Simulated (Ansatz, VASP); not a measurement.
## Sb: VASP beside Ansatz

```xyz
1
Lattice="-1.4924 1.4924 2.4592 1.4924 -1.4924 2.4592 1.4924 1.4924 -2.4592" Properties=species:S:1:pos:R:3 pbc="T T T"
Sb    0.0000    0.0000    0.0000
```

Change from the starting cell: volume scaled by 0.975.

Alike in both runs: task single point; functional PBEsol; k mesh 19 × 19 × 19; occupations fermi-dirac, width 0.05 eV; no spin polarisation.

|  | VASP | Ansatz |
| --- | --- | --- |
| version | VASP 6.6.1 | Ansatz 0.2.0 |
| potentials or method | VASP PAW PBE potentials, release 64 (Sb), cutoff 520 eV | all-electron LAPW, scalar-relativistic |

Ansatz gave:

| Item | Value |
| --- | --- |
| pressure (GPa) | 18.6 |
| largest component of the traceless stress (GPa) | 1.67 |

Q: What did VASP give for the same quantities?

A: Pressure (GPa): 18.9; largest component of the traceless stress (GPa): 1.80.

Ansatz ran all-electron here, so the differences hold the error of VASP's frozen core and of both bases.

Caveats: so large a pressure means that the cell lies far from this level's equilibrium, or that cutoff or potentials fall short (VASP); the potentials were made for another functional, which shifts forces and pressure (VASP). The runs have no spin-orbit coupling, so splittings on Sb are missing.
